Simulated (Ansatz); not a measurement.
# α-phase Li₃N

Calculation: G0W0@PBEsol (plane waves, hard PAW, contour deformation, complete-basis limit; Ansatz, a first-principles code).

Settings: largest k mesh 12×12×8 (not extrapolated in the mesh).

Cell (measured lattice):

```
Li3N
1.0
   -1.82600    -3.16273     0.00000
   -1.82600     3.16273     0.00000
    0.00000     0.00000    -3.86600
Li N
3 1
Direct
  0.33333   0.66667   0.00000
  0.66667   0.33333   0.00000
  0.00000   0.00000   0.50000
  0.00000   0.00000   0.00000
```

For α-phase Li₃N, the band gap is 2.02 eV (indirect).

Measured, for comparison: band gap 2.15 eV (4 K, zero-point motion not removed, indirect, optical absorption, E parallel c; as tabulated in Brendecke and Bludau (1979), doi:10.1063/1.326533).

Note: cell and atoms aren't relaxed at this level; the gap holds a correction of +0.34 eV to the complete basis.

Static lattice: no zero-point or thermal effects.
